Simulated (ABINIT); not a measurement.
The system is Al2Ru.

```xyz
3
Lattice="-1.5604 1.5604 4.2218 1.5604 -1.5604 4.2218 1.5604 1.5604 -4.2218" Properties=species:S:1:pos:R:3 pbc="T T T"
Ru    0.0000    0.0000    0.0000
Al    0.0000    0.0000    2.8776
Al    0.0000    0.0000    5.5660
```

The cell comes from a database or a generator and needn't be the stable form of this composition.

| Property | Result |
| --- | --- |
| Program | ABINIT 10.8.3 (patched build) |
| Task | relaxation of cell and atoms |
| Functional | LDA |
| Potentials or basis | JTH PAW LDA v2.0 |
| Cutoff | 408 eV |
| k mesh | 12 × 12 × 12 |
| Occupations | fermi-dirac, width 0.05 eV |
| Spin | no spin polarisation |

At the start: pressure -4.5 GPa; volume 13.71 Å³/atom.

Q: Where does the relaxation end?

A: Over 3 steps the energy falls by 4.8 meV/atom and the volume is 13.38 Å³/atom (-2.4 %); space group I4/mmm (No. 139, to 0.05 Å).

The path:
| step | energy change (eV) | largest force (eV/Å) | pressure (GPa) | volume (Å³) |
| --- | --- | --- | --- | --- |
| 1 | 0.0000 | 0.1268 | -4.46 | 41.12 |
| 2 | -0.0117 | 0.0464 | -1.99 | 40.56 |
| 3 | -0.0144 | 0.0183 | 0.07 | 40.13 |

Final structure:
```
Ru Al
1.0
    -1.54894    1.54894    4.18107
     1.54894   -1.54894    4.18107
     1.54894    1.54894   -4.18107
Ru Al
1 2
Direct
  0.00000 0.00000 0.00000
  0.34105 0.34105 0.00000
  0.65895 0.65895 0.00000
```
